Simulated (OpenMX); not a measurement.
Zr:

```
Zr
1.0
    -1.84427    1.86024    1.77457
     1.87912   -1.87150    1.82068
     1.75054    1.77777   -1.78583
Zr
1
Direct
  0.02239 0.99601 0.01201
```

The cell isn't the ideal one: cell strained at random at fixed volume.

Base run:

| Property | Result |
| --- | --- |
| Program | OpenMX 3.8.5 |
| Functional | PBE |
| Potentials or basis | OpenMX 2013 PBE set, Zr7.0-s3p2d2, grid cutoff 400 Ry |
| k mesh | 7 × 7 × 7 |
| Occupations | fermi-dirac, width 0.05 eV |
| Spin | no spin polarisation |

Its results: band gap on the k mesh none (metal or under the smearing width); pressure -0.8 GPa.

Q: The run is repeated on the same cell with these changes: k mesh from 7 × 7 × 7 to 5 × 5 × 5. What comes out?

A: Band gap on the k mesh none (metal or under the smearing width); pressure -2.5 GPa.

Caveats: some runs use coarse meshes; the basis of atomic orbitals isn't converged, which shifts pressures, moduli and gaps.
